Q: I need a density for rutile, TiO₂, and I was told that a density-functional calculation would supply it. Now I have twelve calculations of the same crystal. Do they agree well enough to use any one of them?

A: That depends on the accuracy you need. Every row gives the volume per atom at which that method finds the crystal at rest, and the rows differ only in how they approximate the quantum-mechanical part of the electron repulsion, apart from PBE, which also has its own potentials and basis cutoff.

Rutile TiO₂ (6-atom cell) computed with VASP: Kohn–Sham DFT with the functional named under "method", no spin polarisation, a 6×6×9 k mesh and Fermi–Dirac smearing of 0.05 eV. Cell and atomic positions are relaxed with each method for a static lattice, without zero-point or thermal motion; "basis" gives the plane-wave cutoff.

```csv
method,potentials,basis,equilibrium volume (Å³/atom)
AM05,"VASP PAW PBE potentials, recommended",600 eV,10.364
BEEF-vdW,"VASP PAW PBE potentials, recommended",600 eV,10.756
BLYP-D4,"VASP PAW PBE potentials, recommended",600 eV,10.564
PBE,"VASP PAW PBE potentials, gw",680 eV,10.611
PBEsol,"VASP PAW PBE potentials, recommended",600 eV,10.340
PBEsol-D3,"VASP PAW PBE potentials, recommended",600 eV,10.244
PW91,"VASP PAW PBE potentials, recommended",600 eV,10.637
RPBE,"VASP PAW PBE potentials, recommended",600 eV,10.928
optPBE-vdW,"VASP PAW PBE potentials, recommended",600 eV,10.708
rev-vdW-DF2,"VASP PAW PBE potentials, recommended",600 eV,10.505
vdW-DF-cx,"VASP PAW PBE potentials, recommended",600 eV,10.408
vdW-DF2,"VASP PAW PBE potentials, recommended",600 eV,11.088
```

The volumes run from 10.24 to 11.09 Å³ per atom, a spread of about 8 percent. The mass of the atoms is the same throughout, so the density carries the same spread. For a material as well characterised as rutile, that is a large disagreement.

Q: Which of them are wrong?

A: The clearest case is vdW-DF2. The measured edges of the rutile cell are roughly 4.6 and 3.0 Å. The largest cell that still rounds to those edges has $4.65^2\times3.05/6\approx10.99$ Å³ per atom, and vdW-DF2 lies above even that: its edges relax to 4.699 and 3.013 Å. RPBE, at 10.93, falls just below this generous bound on the volume, but its longer edge relaxes to 4.688 Å, clearly more than 4.65. It is also well known for making solids too large.

The calculations treat the atoms as motionless. Real atoms vibrate, even at the lowest temperatures, and this normally swells a crystal a little. Adding the vibrations would therefore be expected to push these two volumes further up. Four other methods miss the rounding limits on one edge, but by less than 0.02 Å: BEEF-vdW is slightly too long, and AM05, PBEsol and PBEsol-D3 are slightly too short. That is too little to rule them out, and among the remaining methods edges known to two figures are too coarse to pick a winner.

Q: I think I know the reason. Common density functionals leave out the weak long-range attraction between atoms, the dispersion force. Without it the crystal is held too loosely and comes out too big.

A: That is a sensible first idea, and the table lets you test it. Seven of the methods contain dispersion in some form: those with vdW in their names and those ending in D3 or D4. Their mean volume is 10.61 Å³ per atom, against 10.58 for the other five. The largest volume of all belongs to vdW-DF2, which was built to describe dispersion.

Q: So dispersion does nothing here?

A: It does what you expect when it is simply added. Compare PBEsol with PBEsol-D3, where an attraction between pairs of atoms is put on top of an otherwise unchanged functional. The volume shrinks by 0.096 Å³ per atom, or about 0.9 percent. For this functional, then, the effect has the direction you predicted, but it is small beside the spread of the table.

Rutile is held together mainly by short, strong bonds between titanium and oxygen. For PBEsol, dispersion is only a small addition to them. It may weigh more elsewhere: the outputs of the runs list the dispersion term separately, and D4 lowers the energy of BLYP by 0.38 eV per atom, whereas D3 lowers that of PBEsol by only 0.14. The table has no plain BLYP that would show what this does to the volume. To find what makes some of the cells so large, we have to look at the part of the functional that acts at bonding distances.

Q: Which part is that?

A: Exchange. Electrons of equal spin keep apart, and this lowers the energy by an amount that the functional estimates from the electron density. Two pairs of rows isolate it, because within each pair the correlation part, dispersion included, is identical and only the exchange formula differs.

From rev-vdW-DF2 to vdW-DF2 the volume grows by 0.583 Å³ per atom. From vdW-DF-cx to optPBE-vdW it grows by 0.300. The smaller of these changes is still three times the shift that D3 brings to PBEsol. This is how the failure can be recognised: the dispersion stays the same, the exchange is replaced, and the volume moves by several percent.

Q: Why should a formula for exchange care about the size of the cell?

A: Because it responds to how unevenly the electrons are spread. The exchange energy in these functionals is

$$E_x=\int n\,\varepsilon_x(n)\,F(s)\,d^3r ,\qquad s=\frac{|\nabla n|}{2(3\pi^2)^{1/3}\,n^{4/3}} .$$

Here $n$ is the electron density and $\varepsilon_x$, a negative number, is the exchange energy per electron in a uniform gas of that density. The factor $F$ corrects for unevenness, which is measured by the reduced gradient $s$.

Now pull the ions apart. The density between them thins out. Where it falls off roughly exponentially, $|\nabla n|/n$ hardly changes, so $s$ varies as $n^{-1/3}$ and rises as the density drops. If $F$ climbs with $s$, the exchange energy comes out more negative than it would with a fixed $F$, and this difference rewards expansion. The steeper the climb, the greater the reward.

Q: Then the steepest formula would blow the crystal apart.

A: The rest of the energy resists. Think of one spring loaded with different weights. The spring stands for the stiffness of the crystal, and the weight for the extra outward push of a steeper $F$. The spring stretches in proportion to the weight. The comparison holds for changes of a few percent; beyond that a crystal softens as it expands, and the push itself changes with volume.

In symbols, an extra outward pressure $\Delta P$ enlarges the volume $V$ by $\Delta V\approx V\,\Delta P/B$, where $B$ is the bulk modulus, the resistance to compression. If the correlation is unchanged, $\Delta P$ comes from the difference in steepness of the two exchange formulas. I describe that steepness by the rise $R=F(1.5)-F(0.5)$, taken over moderate values of $s$, which I expect to matter most between bonded atoms. The model is then

$$\Delta V\approx C\,\Delta R ,$$

with one constant $C$ for this crystal.

Q: Can you put numbers into it?

A: The two pairs we have just discussed supply the constant. I divide the sum of their volume differences by the sum of their differences in $R$:

$$C=\frac{0.583+0.300}{0.107+0.059}\approx5.3\ \text{Å}^3\text{ per atom}.$$

Now take RPBE and PBE, which had no part in that constant. They share the same correlation, and their exchange formulas start out alike at small $s$. At moderate $s$ the PBE factor bends over sooner, while that of RPBE climbs more steeply, although both approach the same limit in the end. Over the chosen range RPBE rises by 0.061 more, so the model predicts

$$\Delta V\approx5.3\times0.061\approx0.32\ \text{Å}^3\text{ per atom}.$$

Without rounding on the way, the prediction is 0.33. The table has $10.928-10.611=0.317$.

Q: That is remarkably close. Should I be impressed?

A: Only moderately, because the result depends on the range of $s$. I chose the range from 0.5 to 1.5 knowing these volumes. With a range from 0 to 1 the same recipe predicts 0.10, and from 0 to 2 it predicts 0.54. The model gets the direction right each time, but the good size belongs to one choice of range.

There is a physical reason for this sensitivity. RPBE and PBE part company mostly at larger $s$, whereas vdW-DF2 and rev-vdW-DF2 already differ clearly by $s=0.5$. A real crystal contains a whole distribution of $s$ values, and a single range is a crude stand-in for it. The PBE row also has its own potentials and cutoff, which may account for a small part of its distance from RPBE.

Q: Does the model work for any two rows, then?

A: No, and its failures are instructive. Take PBE and PBEsol. Exchange alone predicts that PBE should be larger by 0.42 Å³ per atom, but the table has only 0.271. The direction is right and the size is half as large again as it should be.

These two functionals differ in correlation as well as in exchange. Correlation is the remaining energy that electrons gain by avoiding one another. In functionals of this type its gradient term works against that of exchange: it makes the energy less negative as the density becomes more uneven, and so favours a smaller cell. PBE has the stronger term of the two, which should cancel part of the outward push from its exchange. Theory gives that direction; how much of the gap it closes is untested here.

Q: And if the correlation is of a different kind altogether?

A: Then even the order can come out reversed. Over the chosen range the exchange factor of vdW-DF2 rises less than that of RPBE. The model would make the vdW-DF2 cell smaller by 0.14 Å³ per atom. In the table it is larger by 0.160. This reversal also depends on the range, though: from 0 to 1, exchange alone puts the two cells in the right order. These two rows therefore can't show by themselves that the correlation is responsible.

This is where the phrase "with dispersion" misleads. D3 is added to a functional that keeps all its other parts. vdW-DF2 and its close relatives instead replace the gradient term of correlation, the one that favours a smaller cell, by a nonlocal term that links the densities at separate points. BEEF-vdW adds such a term too, but keeps part of the old one. These rows therefore go beyond the generalised gradient approximation (GGA). Probably the new term pulls inward less than the old one did at the short distances between titanium and oxygen.

Two other rows support this more clearly. PBEsol and rev-vdW-DF2 have almost the same exchange factor up to moderate $s$, and exchange alone would make the rev-vdW-DF2 cell larger by only 0.04 Å³ per atom. In the table it is larger by 0.165, so most of that difference seems to come from the correlation. The same test on vdW-DF-cx, which has an earlier version of the nonlocal term, shows no such effect: over the chosen range exchange alone would make its cell larger than that of PBEsol by 0.06 Å³ per atom, and the table has 0.07. The support is therefore for the correlation of vdW-DF2, not for nonlocal correlation in general. A weaker inward pull in that version would help to explain how a functional made for attraction can end up with the largest cell. The smallest of these differences should not be pressed, however. The k mesh and cutoffs are usual working values, not converged limits, and every row uses potentials made for PBE, whatever its functional, so each volume carries some error of its own.

Q: What does this mean for someone who only wants a density?

A: Don't go by the dispersion label alone; look at the exchange too. If two functionals have the same correlation, expect the one whose $F$ climbs more steeply at moderate $s$ to give the larger cell and the lower density. The three pairs of that kind that we have compared all follow this rule. If the correlation differs too, the rule is less safe: PBEsol and rev-vdW-DF2 have nearly the same $F$ at moderate $s$, yet their volumes differ clearly.

It also helps to compare the computed volume with a measured cell before using anything else from the calculation. A volume that is 6 percent too large means a density about 6 percent too low, yet the average cell edge is off by only 2 percent. An error that looks harmless in a list of cell edges is three times as large in the density.

Q: Could you test the role of correlation directly for RPBE and vdW-DF2?

A: Yes, with one more calculation: the exchange of RPBE combined with the correlation of vdW-DF2. Compared with the RPBE row, it would change the correlation alone; compared with the vdW-DF2 row, the exchange alone. Would the cell swell as soon as the correlation is replaced, as PBEsol and rev-vdW-DF2 suggest, or does vdW-DF2 owe its size to a part of its exchange that my range of $s$ fails to capture?
